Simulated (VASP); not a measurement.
# MoS2 (P-3m1) in VASP: settings compared

The runs below take MoS2 through single point, with PBE, HSE06.

Program: VASP 6.6.1. These are calculated values, not measurements. Logs are shortened: lines on timing, memory, paths and dates and some standing lists are left out, and cuts for length are marked.

### 1 The crystal as given

It takes space group P-3m1 (No. 164, trigonal). The conventional cell has a = 3.227 Å, b = 3.227 Å, c = 6.312 Å, α = 90.00°, β = 90.00°, γ = 120.00°. Mo (site symmetry -3m) is surrounded by 6 S at 2.42 Å. S (site symmetry 3m) is surrounded by 3 Mo at 2.42 Å.

Measurements of this composition are mostly on another form, of space group No. 194.

### 2 Single point, PBE

Contents of INCAR:

```
PREC = Accurate
ENCUT = 450
EDIFF = 1E-6
ISMEAR = 0
SIGMA = 0.02
LREAL = False
LASPH = True
NELM = 100
ALGO = Normal
ISIF = 2
LWAVE = False
LCHARG = False
GGA = PE
NBANDS = 20
```

Contents of KPOINTS:

```
Automatic mesh
0
Gamma
  5 5 2
```

Contents of POSCAR:

```
MoS2
1.0
    3.2274645616      0.0000000000      0.0000000000
   -1.6137322808      2.7950663001      0.0000000000
    0.0000000000      0.0000000000      6.3124734200
Mo S
1 2
Direct
    0.0000000000      0.0000000000      0.5000000000
    0.6666666667      0.3333333333      0.7446806800
    0.3333333333      0.6666666667      0.2553193200
```

Potentials or basis: VASP PAW PBE potentials, release 64 (Mo_sv_GW, S_GW).

Started as:

```
> cat potpaw_PBE.64/Mo_sv_GW/POTCAR potpaw_PBE.64/S_GW/POTCAR > POTCAR
> mpirun -np 1 vasp_std > vasp.out
```

OUTCAR:

```text
PREC = Accurate
   ENCUT = 450
   EDIFF = 1E-6
   ISMEAR = 0
   LREAL = False
   LASPH = True
   NELM = 100
   ISIF = 2
   GGA = PE

 ion  position               nearest neighbor table
   1  0.000  0.000  0.500-   2 2.42   3 2.42   3 2.42   2 2.42   2 2.42   3 2.42
   2  0.667  0.333  0.745-   1 2.42   1 2.42   1 2.42
   3  0.333  0.667  0.255-   1 2.42   1 2.42   1 2.42

  LATTYP: Found a hexagonal cell.
 ALAT       =     3.2274645616
 C/A-ratio  =     1.9558614199

  Lattice vectors:

 A1 = (   3.2274645616,   0.0000000000,   0.0000000000)
 A2 = (  -1.6137322808,   2.7950663001,   0.0000000000)
 A3 = (   0.0000000000,   0.0000000000,   6.3124734200)

Analysis of symmetry for initial positions (statically):
=====================================================================
 Subroutine PRICEL returns:
 Original cell was already a primitive cell.

 Routine SETGRP: Setting up the symmetry group for a
 hexagonal supercell.

 Subroutine GETGRP returns: Found 12 space group operations
 (whereof 12 operations were pure point group operations)
 out of a pool of 24 trial point group operations.

The static configuration has the point symmetry D_3d.

Analysis of symmetry for dynamics (positions and initial velocities):
=====================================================================
 Subroutine PRICEL returns:
 Original cell was already a primitive cell.

 Routine SETGRP: Setting up the symmetry group for a
 hexagonal supercell.

 Subroutine GETGRP returns: Found 12 space group operations
 (whereof 12 operations were pure point group operations)
 out of a pool of 24 trial point group operations.

The dynamic configuration has the point symmetry D_3d.

 Subroutine INISYM returns: Found 12 space group operations
 (whereof 12 operations are pure point group operations),
 and found     1 'primitive' translations

----------------------------------------------------------------------------------------

                                     Primitive cell

  volume of cell :      56.9447

  direct lattice vectors                    reciprocal lattice vectors
     3.227464562  0.000000000  0.000000000     0.309840737  0.178886633  0.000000000
    -1.613732281  2.795066300  0.000000000     0.000000000  0.357773266  0.000000000
     0.000000000  0.000000000  6.312473420     0.000000000  0.000000000  0.158416509

  length of vectors
     3.227464562  3.227464562  6.312473420     0.357773266  0.357773266  0.158416509

  position of ions in fractional coordinates (direct lattice)
     0.000000000  0.000000000  0.500000000
     0.666666667  0.333333333  0.744680680
     0.333333333  0.666666667  0.255319320

  ion indices of the primitive-cell ions
   primitive index   ion index
                 1           1
                 2           2
                 3           3

----------------------------------------------------------------------------------------

 KPOINTS: Automatic mesh

Automatic generation of k-mesh.
 Grid dimensions read from file:
 generate k-points for:    5    5    2

 Generating k-lattice:

  Cartesian coordinates                     Fractional coordinates (reciprocal lattice)
     0.061968147  0.035777327  0.000000000     0.200000000  0.000000000  0.000000000
     0.000000000  0.071554653  0.000000000     0.000000000  0.200000000  0.000000000
     0.000000000  0.000000000  0.079208254     0.000000000  0.000000000  0.500000000

  Length of vectors
     0.071554653  0.071554653  0.079208254

  Shift w.r.t. Gamma in fractional coordinates (k-lattice)
     0.000000000  0.000000000  0.000000000

 Subroutine IBZKPT returns following result:
 ===========================================

 Found     10 irreducible k-points:

 Following reciprocal coordinates:
            Coordinates               Weight
  0.000000  0.000000  0.000000      1.000000
  0.200000 -0.000000  0.000000      6.000000
  0.400000  0.000000  0.000000      6.000000
  0.200000  0.200000  0.000000      6.000000
  0.400000  0.200000  0.000000      6.000000
  0.000000  0.000000  0.500000      1.000000
  0.200000 -0.000000  0.500000      6.000000
  0.400000  0.000000  0.500000      6.000000
  0.200000  0.200000  0.500000      6.000000
  0.400000  0.200000  0.500000      6.000000
   k-points           NKPTS =     10   k-points in BZ     NKDIM =     10   number of bands    NBANDS=     20
   number of dos      NEDOS =    301   number of ions     NIONS =      3
   total plane-waves  NPLWV =  27648
   dimension x,y,z NGX =    24 NGY =   24 NGZ =   48
   dimension x,y,z NGXF=    48 NGYF=   48 NGZF=   96
   ions per type =               1   2
   NGX,Y,Z   is equivalent  to a cutoff of  12.36, 12.36, 12.64 a.u.
   NGXF,Y,Z  is equivalent  to a cutoff of  24.72, 24.72, 25.28 a.u.
 SYSTEM =  unknown system
   PREC   = accura    normal or accurate (medium, high low for compatibility)
   ISTART =      0    job   : 0-new  1-cont  2-samecut
   ICHARG =      2    charge: 1-file 2-atom 10-const
   ISPIN  =      1    spin polarized calculation?
   LNONCOLLINEAR =      F non collinear calculations
   LSORBIT =      F    spin-orbit coupling
   LASPH  =      T    aspherical Exc in radial PAW
   ENCUT  =  450.0 eV  33.07 Ry    5.75 a.u.   5.58  5.58 10.92*2*pi/ulx,y,z
   NELM   =    100;   NELMIN=  2; NELMDL= -5     # of ELM steps
   EDIFF  = 0.1E-05   stopping-criterion for ELM
   LREAL  =      F    real-space projection
   EDIFFG = 0.1E-04   stopping-criterion for IOM
   NSW    =      0    number of steps for IOM
   IBRION =     -1    ionic relax: 0-MD 1-quasi-New 2-CG
   NFREE  =      0    steps in history (QN), initial steepest desc. (CG)
   ISIF   =      2    stress and relaxation
   ISYM   =      2    0-nonsym 1-usesym 2-fastsym
   POTIM  = 0.5000    time-step for ionic-motion
   TEBEG  =    0.0;   TEEND  =   0.0 temperature during run
   PSTRESS=    0.0 pullay stress
   NELECT =      26.0000    total number of electrons
   NUPDOWN=      -1.0000    fix difference up-down
   EMIN   =  10.00;   EMAX   =-10.00  energy-range for DOS
   EFERMI =   0.00;   METHOD = LEGACY
   ISMEAR =     0;   SIGMA  =   0.02  broadening in eV -4-tet -1-fermi 0-gaus
   EFERMI_NEDOS =   21; number of points for ismear=-14 and -15
   IALGO  =     38    algorithm
   IMIX   =      4    mixing-type and parameters
     AMIX     =   0.40;   BMIX     =  1.00
     AMIX_MAG =   1.60;   BMIX_MAG =  1.00
  volume/ion in A,a.u.               =      18.98       128.09
  Fermi-wavevector in a.u.,A,eV,Ry     =   1.260612  2.382212 21.621610  1.589144
  Thomas-Fermi vector in A             =   2.394113
   LORBIT       =      0    0 simple, 1 ext, 2 COOP (PROOUT), +10 PAW based schemes
   GGA     = PE    functional components
   LHFCALC =     F    Hartree Fock is set to
   AEXX    =    0.0000 exact exchange contribution
   IVDW    =     0    specifies the selected vdW correction
   LEPSILON=     F    determine dielectric tensor
   LRPA    =     F    only Hartree local field effects (RPA)
 non-spin polarized calculation
 Gauss-broadening in eV      SIGMA  =   0.02
  energy-cutoff  :      450.00
  volume of cell :       56.94
 maximum number of plane-waves:      1257
 NGX is ok and might be reduce to    24
   NGX = 11   NGY = 11   NGZ = 21

 number of electron      25.9999999 magnetization

 Free energy of the ion-electron system (eV)
  ---------------------------------------------------
  ext. energy  EPLUGINS =         0.00000000
  ---------------------------------------------------
  free energy    TOTEN  =       -21.74319343 eV

  energy without entropy =      -21.74183937  energy(sigma->0) =      -21.74251640

 E-fermi :   6.7402     XC(G=0): -10.4680

 val. band max:        6.5798337567   @ k =   0.2000   0.2000   0.5000
 cond. band min:       6.7401725325   @ k =   0.4000   0.2000   0.0000
 fundamental gap:      0.1603387758
 Fermi energy:         6.7401725323

 k-point     1 :       0.0000    0.0000    0.0000
  band No.  band energies     occupation
      1     -54.9100      2.00000
      2     -28.9398      2.00000
      3     -28.9038      2.00000
      4     -28.9038      2.00000
      5      -7.9357      2.00000
      6      -6.4988      2.00000
[... 12 lines left out ...]
     19      13.1145      0.00000
     20      16.3433      0.00000

 k-point     2 :       0.2000   -0.0000    0.0000
  band No.  band energies     occupation
      1     -54.8992      2.00000
      2     -29.0170      2.00000
      3     -28.9297      2.00000
      4     -28.9172      2.00000
      5      -7.3706      2.00000
      6      -6.3801      2.00000
[... 12 lines left out ...]
     19      14.5738      0.00000
     20      15.7082      0.00000

 k-point     3 :       0.4000    0.0000    0.0000
  band No.  band energies     occupation
      1     -54.8817      2.00000
      2     -29.1960      2.00000
      3     -28.9716      2.00000
      4     -28.8805      2.00000
      5      -6.4359      2.00000
      6      -5.9311      2.00000
[... 12 lines left out ...]
     19      13.6324      0.00000
     20      14.8118      0.00000

 k-point     4 :       0.2000    0.2000    0.0000
  band No.  band energies     occupation
      1     -54.8851      2.00000
      2     -29.1327      2.00000
      3     -28.9939      2.00000
      4     -28.8876      2.00000
      5      -6.4933      2.00000
      6      -6.1925      2.00000
[... 107 lines left out ...]
 k-point     9 :       0.2000    0.2000    0.5000
  band No.  band energies     occupation
      1     -54.8851      2.00000
      2     -29.1329      2.00000
      3     -28.9941      2.00000
      4     -28.8879      2.00000
      5      -6.3531      2.00000
      6      -6.3364      2.00000
[... 12 lines left out ...]
     19      15.1585      0.00000
     20      15.5656      0.00000

 k-point    10 :       0.4000    0.2000    0.5000
  band No.  band energies     occupation
      1     -54.8763      2.00000
      2     -29.1874      2.00000
      3     -29.0494      2.00000
      4     -28.8695      2.00000
      5      -6.1492      2.00000
      6      -5.7037      2.00000
[... 12 lines left out ...]
     19      14.1154      0.00000
     20      15.8404      0.00000

------------------------ aborting loop because EDIFF is reached ----------------------------------------

  FORCE on cell =-STRESS in cart. coord.  units (eV):
  Direction    XX          YY          ZZ          XY          YZ          ZX
  --------------------------------------------------------------------------------------
  -------------------------------------------------------------------------------------
  Total        0.3200302      0.3200302      0.3158675      0.0000000      0.0000000      0.0000000
  in kB        9.0042671      9.0042671      8.8871483      0.0000000      0.0000000      0.0000000
  external PRESSURE =       8.9652275 kB  Pullay stress =       0.0000000 kB

 VOLUME and BASIS-vectors are now :
 -----------------------------------------------------------------------------
  energy-cutoff  :      450.00
  volume of cell :       56.94
      direct lattice vectors                 reciprocal lattice vectors
     3.227464562  0.000000000  0.000000000     0.309840737  0.178886633  0.000000000
    -1.613732281  2.795066300  0.000000000     0.000000000  0.357773266  0.000000000
     0.000000000  0.000000000  6.312473420     0.000000000  0.000000000  0.158416509

 POSITION                                       TOTAL-FORCE (eV/Angst)
 -----------------------------------------------------------------------------------
      0.00000      0.00000      3.15624         0.000000      0.000000     -0.000000
      1.61373      0.93169      4.70078        -0.000000      0.000000      0.120009
     -0.00000      1.86338      1.61170        -0.000000      0.000000     -0.120009
 -----------------------------------------------------------------------------------
    total drift:                                0.000000     -0.000000      0.000000

  FREE ENERGIE OF THE ION-ELECTRON SYSTEM (eV)
  ---------------------------------------------------
  free  energy   TOTEN  =       -21.7431934281 eV

  energy  without entropy=      -21.7418393730  energy(sigma->0) =      -21.74251640
```

Wall time 9.9 s (1 thread of Intel Xeon 6975P-C (Granite Rapids), shared host); peak memory 0.17 GiB.

What came out:

```
Free energy            : -21.7432 eV
Pressure               : 0.9 GPa
Largest force          : 0.120 eV/Å
Band gap on the k mesh : none (metal or under the smearing width)
```

Forces on the atoms (eV/Å):
```
Mo   0.000  0.000  0.000
S    0.000  0.000  0.120
S    0.000  0.000 -0.120
```

Levels at points of the mesh, in eV from the Fermi level:
| k point | band 11 | band 12 | band 13 | band 14 | band 15 | band 16 |
| --- | --- | --- | --- | --- | --- | --- |
| (0.00, 0.00, 0.00) | -0.91 | -0.80 | -0.80 | -0.17 | -0.17 | 3.34 |
| (0.00, 0.00, 0.50) | -0.80 | -0.80 | -0.24 | -0.24 | 0.08 | 3.50 |

Caveat: the k mesh is coarse (spacing up to 0.50 Å⁻¹), so the values aren't converged; this functional lacks dispersion, which binds the layers, so the pressure and a relaxed spacing across them are unreliable.

(Part 1 of 2 ends here.)
